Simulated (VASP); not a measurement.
Wanted: the native input for a VASP 6.6.1 run.

```
Task                   : relaxation of cell and atoms
Functional             : PBE
Dispersion             : D3(BJ)
Potentials or basis    : VASP PAW PBE potentials, release 64 (Zr_sv, B)
Cutoff                 : 600 eV
k mesh                 : 15 × 15 × 10
Occupations            : methfessel-paxton, width 0.1 eV
Spin                   : no spin polarisation
Further INCAR settings : ALGO = Normal; EDIFF = 1e-07; IBRION = 2; EDIFFG = -0.005; NSW = 90; ISIF = 3
```

The structure of ZrB2 lies in POSCAR:

```
ZrB2                                    
1.0
    3.1457610494      0.0000000000      0.0000000000
   -1.5728805247      2.7243089830     -0.0000000000
    0.0000000000     -0.0000000000      3.5093844901
  Zr              B             
     1     2
Direct
     1.0000000000000000    1.0000000000000000    0.0000000000000000
     0.3333333332999970    0.6666666667000030    0.5000000000000000
     0.6666666667000030    0.3333333332999970    0.5000000000000000
```

One way to write it, as run:

INCAR

```
ALGO = Normal
EDIFF = 1E-7
EDIFFG = -0.005
ENCUT = 600
GGA = PE
IBRION = 2
ISIF = 3
ISMEAR = 1
IVDW = 12
LASPH = T
LCHARG = F
LREAL = F
LWAVE = F
NELM = 80
NSW = 90
PREC = Accurate
SIGMA = 0.1
```

KPOINTS

```
k-points
0
Gamma
  15 15 10
```

Potentials or basis: VASP PAW PBE potentials, release 64 (Zr_sv, B).

Launch:

```console
$ cat potpaw_PBE.64/Zr_sv/POTCAR potpaw_PBE.64/B/POTCAR > POTCAR
$ mpirun -np 1 vasp_std > vasp.out
```

Results of the run:

```json
{"Relaxed volume": "10.02 Å³/atom", "Relaxed cell": "a = 3.146 Å, b = 3.146 Å, c = 3.508 Å, α = 90.00°, β = 90.00°, γ = 120.00°", "Space group after relaxing (to 0.05 Å)": "P6/mmm (No. 191)", "Energy gained by relaxing": "0.0 meV/atom", "Ionic steps": "2", "Pressure after relaxing": "0.0 GPa", "Band gap on the k mesh": "none (metal or under the smearing width)", "Dispersion energy per atom": "-0.399 eV"}
```

Caveat: pairwise dispersion overbinds metals, which lowers pressure and volume.

It took 53 s on 1 thread of Intel(R) Xeon(R) 6975P-C (Granite Rapids), on a shared host, peak memory 0.23 GiB.
